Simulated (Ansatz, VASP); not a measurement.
# GaAs: VASP beside Ansatz, part 2 of 2

Aim: how closely do two programs agree when they are given the same cell, functional and k mesh? The cell is taken from a series of VASP runs on this material, whose earlier steps may have relaxed, scaled or displaced it; both programs get it as it stands.

VASP 6.6.1 and Ansatz 0.2.0.

So far. Step 2 (VASP: single point, LDA): The run ends at a pressure of -0.02 GPa. Step 3 (Ansatz: single point, LDA): The run ends at a pressure of -0.14 GPa.

## 6. VASP: band structure, LDA

Level of this step: LDA; plane waves and PAW (Ga_d, As) (VASP).

The same cell, functional (in two slightly different forms), mesh and smearing now go to VASP, with its own data sets and cutoff.

Input file INCAR:

```
SYSTEM = GaAs
PREC = Accurate
ENCUT = 400
EDIFF = 1E-06
NELM = 100
ISMEAR = 0
SIGMA = 0.05
LREAL = .FALSE.
ALGO = Normal
GGA = CA
NBANDS = 21
LORBIT = 11
LWAVE = .FALSE.
LCHARG = .FALSE.
KPAR = 2
```

Input file POSCAR:

```
GaAs
1.0
    0.0000000000      2.8028244386      2.8028244386
    2.8028244386      0.0000000000      2.8028244386
    2.8028244386      2.8028244386      0.0000000000
Ga As
1 1
Direct
    0.0000000000      0.0000000000      0.0000000000
    0.2500000000      0.2500000000      0.2500000000
```

Input file KPOINTS:

```
Automatic mesh
0
Gamma
7 7 7
0 0 0
```

Input file KPOINTS_OPT:

```
Line mode
16
Line-mode
Reciprocal
  0.00000000   0.00000000   0.00000000 GAMMA
  0.50000000   0.00000000   0.50000000 X

  0.50000000   0.00000000   0.50000000 X
  0.50000000   0.25000000   0.75000000 W

  0.50000000   0.25000000   0.75000000 W
  0.37500000   0.37500000   0.75000000 K

  0.37500000   0.37500000   0.75000000 K
  0.00000000   0.00000000   0.00000000 GAMMA

  0.00000000   0.00000000   0.00000000 GAMMA
  0.50000000   0.50000000   0.50000000 L

  0.50000000   0.50000000   0.50000000 L
  0.62500000   0.25000000   0.62500000 U

  0.62500000   0.25000000   0.62500000 U
  0.50000000   0.25000000   0.75000000 W

  0.50000000   0.25000000   0.75000000 W
  0.50000000   0.50000000   0.50000000 L

  0.50000000   0.50000000   0.50000000 L
  0.37500000   0.37500000   0.75000000 K

  0.62500000   0.25000000   0.62500000 U
  0.50000000   0.00000000   0.50000000 X
```

PAW data sets: Ga_d and As (LDA family, release 64).

On the command line:

```
mpirun -np 2 vasp_std
```

Numbers of over 12 decimals in the logs are rounded to 6 here.

The log of the run:

```text
[banner, memory and clock lines left out]
running    2 mpi-ranks, on    1 nodes
[...]
LDA part: xc-table for (Slater(with rela. corr.)+CA(PZ))
 , standard interpolation
 POSCAR, INCAR and KPOINTS ok, starting setup
[...]
entering main loop
       N       E                     dE             d eps       ncg     rms          rms(c)
DAV:   1     0.971703130910E+02    0.97170E+02   -0.72445E+03   925   0.103E+03
DAV:   2     0.382950320459E-01   -0.97132E+02   -0.90572E+02   904   0.289E+02
DAV:   3    -0.969275135731E+01   -0.97310E+01   -0.96571E+01   963   0.620E+01
DAV:   4    -0.986549960378E+01   -0.17275E+00   -0.17269E+00   990   0.883E+00
[...]
DAV:  10    -0.962979530624E+01   -0.38972E-05   -0.33227E-05  1221   0.479E-02    0.245E-02
DAV:  11    -0.962980036705E+01   -0.50608E-05   -0.58185E-06   943   0.292E-02    0.347E-03
DAV:  12    -0.962980024601E+01    0.12104E-06   -0.32049E-07   678   0.671E-03
   1 F= -.96298002E+01 E0= -.96298002E+01  d E =-.174444E-12
 Start KPOINTS_OPT (optional k-point list driver)
k-point batch [1-20\160]
       N       E                     dE             ncg
DAV:   1    -0.159220832359E+03   -0.74335E+04      901
DAV:   2    -0.211771115200E+04   -0.19585E+04      912
DAV:   3    -0.231642835040E+04   -0.19872E+03      977
DAV:   4    -0.231996681451E+04   -0.35385E+01     1023
DAV:   5    -0.232000318250E+04   -0.36368E-01      962
DAV:   6    -0.232000419473E+04   -0.10122E-02     1107
DAV:   7    -0.232000421750E+04   -0.22779E-04     1016
DAV:   8    -0.232000421806E+04   -0.55903E-06      813
[...]
k-point batch [141-160\160]
       N       E                     dE             ncg
DAV:   1    -0.400298908654E+03   -0.12409E+05      933
DAV:   2    -0.227774972737E+04   -0.18775E+04      881
DAV:   3    -0.246026473359E+04   -0.18252E+03     1085
DAV:   4    -0.246331906849E+04   -0.30543E+01     1000
DAV:   5    -0.246334853877E+04   -0.29470E-01     1016
DAV:   6    -0.246334940136E+04   -0.86260E-03     1194
DAV:   7    -0.246334940636E+04   -0.49988E-05      961
DAV:   8    -0.246334940652E+04   -0.15714E-06      840
```

From OUTCAR (step 6):

```text
  Total       -0.0045692     -0.0045692     -0.0045692      0.0000000      0.0000000     -0.0000000
  in kB       -0.1662396     -0.1662396     -0.1662396      0.0000000      0.0000000     -0.0000000
  external PRESSURE =      -0.1662396 kB  Pullay stress =       0.0000000 kB

 POSITION                                       TOTAL-FORCE (eV/Angst)
 -----------------------------------------------------------------------------------
      0.00000      0.00000      0.00000         0.000000     -0.000000     -0.000000
      1.40141      1.40141      1.40141        -0.000000      0.000000      0.000000
 -----------------------------------------------------------------------------------
    total drift:                                0.000001      0.000001      0.000001

  FREE ENERGIE OF THE ION-ELECTRON SYSTEM (eV)
  ---------------------------------------------------
  free  energy   TOTEN  =        -9.6298002460 eV

  energy  without entropy=       -9.6298002460  energy(sigma->0) =       -9.62980025

[... 1 part as in an earlier step ...]

[... 2 further parts left out ...]
[key lines of the parts left out:]
E-fermi :   4.2821
```

Spin-orbit coupling is off here; it would split degenerate levels, and it lifts a valence top of As p states by about 0.1 eV.

## 7. Comparison

Compared:

```
                     quantity  Ansatz   VASP  difference
               pressure (GPa)   -0.14  -0.02       -0.12
gap over the path points (eV)   0.475  0.523      -0.049
```

Levels at points of the path, from each program's valence-band top (eV; 3 filled, then empty):

```
k (reciprocal lattice)                             Ansatz                               VASP
     0.000 0.000 0.000      0.00 0.00 0.00 0.47 3.69 3.69      0.00 0.00 0.00 0.52 3.68 3.68
     0.167 0.000 0.167   -2.77 -1.06 -1.06 2.46 3.08 5.29   -2.76 -1.06 -1.06 2.45 3.09 5.27
     0.333 0.000 0.333   -5.48 -2.31 -2.31 1.44 2.54 8.08   -5.47 -2.32 -2.32 1.43 2.54 8.07
     0.500 0.000 0.500  -7.00 -2.78 -2.78 1.30 1.54 10.25  -7.00 -2.78 -2.78 1.29 1.53 10.24
     0.500 0.083 0.583   -6.95 -3.04 -2.99 1.84 2.09 9.16   -6.95 -3.04 -3.00 1.83 2.09 9.16
     0.500 0.183 0.683   -6.83 -3.55 -3.39 3.50 3.72 6.70   -6.84 -3.56 -3.40 3.49 3.71 6.70
     0.500 0.250 0.750   -6.80 -3.68 -3.49 4.65 4.65 5.38   -6.80 -3.69 -3.50 4.64 4.66 5.38
     0.450 0.300 0.750   -6.79 -3.87 -3.06 3.23 4.70 6.31   -6.80 -3.88 -3.06 3.23 4.70 6.31
     0.408 0.342 0.750   -6.80 -3.99 -2.53 2.16 4.62 7.39   -6.80 -4.00 -2.54 2.16 4.62 7.39
     0.350 0.350 0.700   -6.71 -4.13 -2.16 2.01 5.47 7.56   -6.71 -4.14 -2.17 2.00 5.47 7.55
```

Among the levels compared at these points, filled levels agree within 17 meV and empty ones within 49 meV. Ansatz's pressure holds a Pulay correction of 0.03 GPa; VASP's holds none.

## 8. VASP: band structure, LDA, spin-orbit coupling

The same path points are solved in both programs, so levels can be compared one by one.

INCAR: that of step 6 with these lines changed.

```diff
@@ -10,3 +10,8 @@
 GGA = CA
-NBANDS = 21
+LNONCOLLINEAR = .TRUE.
+MAGMOM = 0 0 0 0 0 0
+NBANDS = 30
+GGA_COMPAT = .FALSE.
+LASPH = .TRUE.
+LSORBIT = .TRUE.
 LORBIT = 11
```

POSCAR is that of step 6.

Input file KPOINTS:

```
Automatic mesh
0
Gamma
6 6 6
0 0 0
```

KPOINTS_OPT is that of step 6.

On the command line:

```
mpirun -np 2 vasp_ncl
```

The log of the run:

```text
[... set-up lines as in an earlier step ...]
 entering main loop
       N       E                     dE             d eps       ncg     rms          rms(c)
DAV:   1     0.120195086184E+03    0.12020E+03   -0.72042E+03  1458   0.146E+03
DAV:   2     0.596496198115E+01   -0.11423E+03   -0.10820E+03  1370   0.395E+02
DAV:   3    -0.937187016887E+01   -0.15337E+02   -0.15109E+02  1584   0.107E+02
DAV:   4    -0.986524673266E+01   -0.49338E+00   -0.49243E+00  1562   0.211E+01
[...]
DAV:  11    -0.963282790187E+01    0.92839E-06   -0.12245E-05  1926   0.492E-02    0.134E-02
DAV:  12    -0.963283042732E+01   -0.25254E-05   -0.46161E-06  1672   0.300E-02    0.437E-03
DAV:  13    -0.963283036804E+01    0.59277E-07   -0.65484E-07  1078   0.119E-02
   1 F= -.96328304E+01 E0= -.96328304E+01  d E =-.210981E-10  mag=    -0.0000    -0.0000     0.0000
 Start KPOINTS_OPT (optional k-point list driver)
k-point batch [1-22\160]
       N       E                     dE             ncg
DAV:   1     0.220442827510E+03   -0.69436E+04     1502
DAV:   2    -0.222126394821E+04   -0.24417E+04     1374
DAV:   3    -0.255540390756E+04   -0.33414E+03     1636
DAV:   4    -0.256568545421E+04   -0.10282E+02     1592
DAV:   5    -0.256586068090E+04   -0.17523E+00     1584
DAV:   6    -0.256586800513E+04   -0.73242E-02     2040
DAV:   7    -0.256586807304E+04   -0.67913E-04     1670
DAV:   8    -0.256586807359E+04   -0.54555E-06     1342
[...]
k-point batch [155-160\160]
       N       E                     dE             ncg
DAV:   1     0.908654514923E+04   -0.32727E+04      400
DAV:   2     0.840600247933E+04   -0.68054E+03      368
DAV:   3     0.831340222901E+04   -0.92600E+02      468
DAV:   4     0.831099175921E+04   -0.24105E+01      472
DAV:   5     0.831095543536E+04   -0.36324E-01      404
DAV:   6     0.831095382318E+04   -0.16122E-02      576
DAV:   7     0.831095377836E+04   -0.44828E-04      482
DAV:   8     0.831095377818E+04   -0.17517E-06      416
```

Parts of OUTCAR (step 8):

```text
  Total        0.0022800      0.0022800      0.0022800     -0.0000000      0.0000000     -0.0000000
  in kB        0.0829506      0.0829506      0.0829506     -0.0000000      0.0000000     -0.0000000
  external PRESSURE =       0.0829506 kB  Pullay stress =       0.0000000 kB

 POSITION                                       TOTAL-FORCE (eV/Angst)
 -----------------------------------------------------------------------------------
      0.00000      0.00000      0.00000        -0.000000     -0.000000     -0.000000
      1.40141      1.40141      1.40141         0.000000      0.000000      0.000000
 -----------------------------------------------------------------------------------
    total drift:                                0.000001      0.000001      0.000001

  FREE ENERGIE OF THE ION-ELECTRON SYSTEM (eV)
  ---------------------------------------------------
  free  energy   TOTEN  =        -9.6328303680 eV

  energy  without entropy=       -9.6328303680  energy(sigma->0) =       -9.63283037

 magnetization (x)
# of ion       s       p       d       tot
------------------------------------------
    1       -0.000   0.000  -0.000  -0.000
    2       -0.000   0.000   0.000   0.000
--------------------------------------------------
tot         -0.000   0.000  -0.000  -0.000

 magnetization (y)
# of ion       s       p       d       tot
------------------------------------------
    1        0.000   0.000  -0.000  -0.000
    2        0.000  -0.000   0.000  -0.000
--------------------------------------------------
tot          0.000  -0.000  -0.000  -0.000

 magnetization (z)
# of ion       s       p       d       tot
------------------------------------------
    1       -0.000   0.000  -0.000  -0.000
    2       -0.000   0.000   0.000   0.000
--------------------------------------------------
tot         -0.000   0.000  -0.000  -0.000

[... 1 part as in an earlier step ...]

[... 2 further parts left out ...]
[key lines of the parts left out:]
E-fermi :   4.3792
```

The run ends at a pressure of 0.01 GPa.

## 9. Ansatz: band structure, LDA, spin-orbit coupling

The same cell, functional (in two slightly different forms), mesh and smearing now go to Ansatz, which takes its cutoff from its data sets.

The cell is taken from a series of VASP runs on this material, whose earlier steps may have relaxed, scaled or displaced it; both programs get it as it stands.

Input file input.yaml:

```yaml
crystal:
  lattice:
    - [0.0, 2.8028244386, 2.8028244386]
    - [2.8028244386, 0.0, 2.8028244386]
    - [2.8028244386, 2.8028244386, 0.0]
  atoms:
    - { symbol: Ga, position: [0.0, 0.0, 0.0] }
    - { symbol: As, position: [0.25, 0.25, 0.25] }
hamiltonian:
  xc: lda
  pseudopotentials: { kind: paw_fr }
magnetization:
  noncollinear: true
  spin_orbit: true
kpoints:
  mp_grid: { grid: [6, 6, 6] }
  band_path:
    path:
      - [0.0, 0.0, 0.0]
      - [0.16667, 0.0, 0.16667]
      - [0.33333, 0.0, 0.33333]
      - [0.5, 0.0, 0.5]
      - [0.5, 0.08333, 0.58333]
      - [0.5, 0.18333, 0.68333]
      - [0.5, 0.25, 0.75]
      - [0.45, 0.3, 0.75]
      - [0.40833, 0.34167, 0.75]
      - [0.35, 0.35, 0.7]
      - [0.225, 0.225, 0.45]
      - [0.075, 0.075, 0.15]
      - [0.03333, 0.03333, 0.03333]
      - [0.23333, 0.23333, 0.23333]
      - [0.4, 0.4, 0.4]
      - [0.51667, 0.46667, 0.51667]
      - [0.55833, 0.38333, 0.55833]
      - [0.60833, 0.28333, 0.60833]
      - [0.60833, 0.25, 0.64167]
      - [0.55833, 0.25, 0.69167]
      - [0.51667, 0.25, 0.73333]
      - [0.5, 0.3, 0.7]
      - [0.5, 0.38333, 0.61667]
      - [0.5, 0.48333, 0.51667]
      - [0.475, 0.475, 0.55]
      - [0.425, 0.425, 0.65]
      - [0.38333, 0.38333, 0.73333]
      - [0.59167, 0.18333, 0.59167]
      - [0.55, 0.1, 0.55]
      - [0.5, 0.0, 0.5]
    npoints: 1
scf:
  occupations: { method: gaussian, width: 0.05 }
  n_extra_bands: 14
output:
  forces: true
  stress: true
  eigenvalues: true
```

On the command line:

```
ansatz run input.yaml --threads 2 --pin off --max-ram 4608MiB --backend cpu --events-out ev --progress --plain --runs-dir out
```

The log of the run:

```text
[...]
non-collinear run that drives no moment, with spin-orbit: no starting moment large enough to seed its density (crystal.atoms[].spin), no starting occupations that ask for one, no magnetisation constraint and no magnetic field, so the semilocal B_xc is pinned to zero
Crystal: 2 atoms, lattice volume = 44.037 Å³
Basis set: ecut = 420 eV, 869 PW (Γ)
[...]
k-point 1: bands = [... 24 lower, 7.7190, 7.7190, 7.9413, 7.9447, 9.8159, 9.8159, 12.4130, 12.4130, ... 10 higher]
  k-point 2: bands = [... 24 lower, 7.1566, 7.1566, 7.3726, 7.3754, 9.3671, 9.3671, 12.8437, 12.8437, ... 10 higher]
  k-point 15: bands = [... 24 lower, 4.6847, 4.7970, 4.8769, 4.9146, 11.3794, 11.4204, 11.5936, 11.6801, ... 10 higher]
[key lines of the parts left out:]
SCF converged after 8 iterations
Magnetization: |M| = 0.0000 μB,  M = (+0.0000, +0.0000, +0.0000) μB
Free energy (F): -8481.461315 eV
Fermi energy:    8.528625 eV
P = ⅓ Tr σ = -0.1456 GPa (-1.456 kbar)
```

Wall time 3.5 s (2 threads of Intel Xeon 6975P-C (Granite Rapids), shared host); peak memory 0.52 GiB.

## 10. Differences

What differs besides the data sets and the points named for the pairs above, as far as they apply: spin-orbit coupling enters by fully relativistic files in Ansatz and inside the spheres in VASP; the data sets hold 28 valence electrons in Ansatz (fully relativistic PAW (standard-fr) files) and 18 in VASP. Total energies have different zeros and are not compared.

The two programs side by side:

```
                     quantity  Ansatz   VASP  difference
               pressure (GPa)   -0.15   0.01       -0.15
gap over the path points (eV)   0.360  0.409      -0.049
```

Levels at points of the path, from each program's valence-band top (eV; 6 filled, then empty):

```
k (reciprocal lattice)                                                               Ansatz                                                                 VASP
     0.000 0.000 0.000        -0.35 -0.35 0.00 0.00 0.00 0.00 0.36 0.36 3.44 3.44 3.63 3.63        -0.34 -0.34 0.00 0.00 0.00 0.00 0.41 0.41 3.43 3.43 3.62 3.62
     0.167 0.000 0.167    -2.90 -2.90 -1.25 -1.25 -1.10 -1.10 2.34 2.34 2.96 2.96 5.15 5.15    -2.88 -2.88 -1.25 -1.25 -1.11 -1.11 2.33 2.33 2.98 2.98 5.14 5.14
     0.333 0.000 0.333    -5.60 -5.60 -2.48 -2.48 -2.38 -2.38 1.32 1.32 2.42 2.42 7.92 7.92    -5.59 -5.59 -2.48 -2.48 -2.39 -2.39 1.31 1.31 2.42 2.42 7.91 7.91
     0.500 0.000 0.500  -7.12 -7.12 -2.94 -2.94 -2.85 -2.85 1.18 1.18 1.42 1.42 10.08 10.08  -7.12 -7.12 -2.94 -2.94 -2.86 -2.86 1.17 1.17 1.42 1.42 10.08 10.08
     0.500 0.083 0.583    -7.08 -7.06 -3.21 -3.14 -3.10 -3.07 1.71 1.74 1.95 2.00 8.99 9.07    -7.08 -7.06 -3.22 -3.15 -3.10 -3.08 1.70 1.73 1.94 1.99 8.99 9.07
     0.500 0.183 0.683    -6.98 -6.93 -3.73 -3.62 -3.52 -3.48 3.35 3.40 3.55 3.65 6.54 6.61    -6.98 -6.93 -3.74 -3.62 -3.53 -3.49 3.35 3.39 3.55 3.65 6.54 6.61
     0.500 0.250 0.750    -6.95 -6.89 -3.87 -3.74 -3.62 -3.58 4.39 4.53 4.59 4.62 5.21 5.31    -6.95 -6.89 -3.87 -3.75 -3.63 -3.59 4.40 4.53 4.59 4.62 5.21 5.31
     0.450 0.300 0.750    -6.94 -6.89 -4.02 -3.95 -3.19 -3.16 3.10 3.13 4.54 4.62 6.16 6.22    -6.94 -6.89 -4.03 -3.96 -3.19 -3.17 3.10 3.13 4.54 4.62 6.16 6.22
     0.408 0.342 0.750    -6.94 -6.89 -4.14 -4.08 -2.66 -2.64 2.04 2.05 4.47 4.54 7.24 7.30    -6.94 -6.89 -4.15 -4.09 -2.66 -2.65 2.03 2.05 4.47 4.54 7.24 7.30
     0.350 0.350 0.700    -6.85 -6.80 -4.28 -4.22 -2.28 -2.28 1.89 1.89 5.29 5.40 7.41 7.43    -6.85 -6.80 -4.29 -4.22 -2.29 -2.28 1.88 1.89 5.30 5.40 7.40 7.42
```

Among the levels compared at these points, filled levels agree within 18 meV and empty ones within 49 meV.

## 11. Summary of results

```json
{
  "difference in gap on the k mesh (single point, LDA)": "-0.049 eV",
  "difference in gap over the path points (band structure, LDA)": "-0.049 eV",
  "difference in gap over the path points (band structure, LDA, spin-orbit coupling)": "-0.049 eV"
}
```

In words: The difference in gap over the path points is -0.049 eV (band structure, LDA, spin-orbit coupling), within the 0.08 eV picked in this series as the mark of a large difference. Such differences can come from data sets, numerical settings and the points named under the comparisons, not from the functional's error against experiment.

[Lines on the potential files, build, host, timing and source positions are cut from VASP's logs without a mark.]

[Logs are printed without paths, hosts, clocks, repeated set-up lines and the standing remarks that a program may print on its own settings, such as how far it seeks lower states.]

[Hosts, paths, dates, database ids (printed as entryN), source tags and the programs' standing remarks are cut or masked in the printed files.]
